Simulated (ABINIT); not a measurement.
## Al2Au: equation of state with PBE

The system is Al2Au.

```
Au Al
1.0
     0.00000    3.00000    3.00000
     3.00000    0.00000    3.00000
     3.00000    3.00000    0.00000
Au Al
1 2
Direct
  0.00000 0.00000 0.00000
  0.75000 0.75000 0.75000
  0.25000 0.25000 0.25000
```

- Program: ABINIT 10.8.3 (patched build)
- Task: equation of state
- Functional: PBE
- Potentials or basis: JTH PAW PBE v2.0
- Cutoff: 544 eV
- k mesh: 8 × 8 × 8
- Occupations: fermi-dirac, width 0.05 eV
- Spin: no spin polarisation

```yaml
Equilibrium_volume: 18.52 Å³/atom
Bulk_modulus: 104 GPa
Pressure_derivative_of_the_bulk_modulus: 5.0
```

Energy against volume, from the lowest point:
| volume (Å³/atom) | energy (meV/atom) |
| --- | --- |
| 16.920 | 53.08 |
| 17.280 | 30.36 |
| 17.640 | 14.43 |
| 18.000 | 4.52 |
| 18.360 | 0.00 |
| 18.720 | 0.24 |
| 19.080 | 4.76 |

Wall time 5.3 min on 1 thread of Arm Neoverse V1, with other jobs on the host, peak memory 0.17 GiB.

Caveat: pressures at fixed basis lie under the slope of the energies. PBE usually gives volumes a little too large and moduli too small.
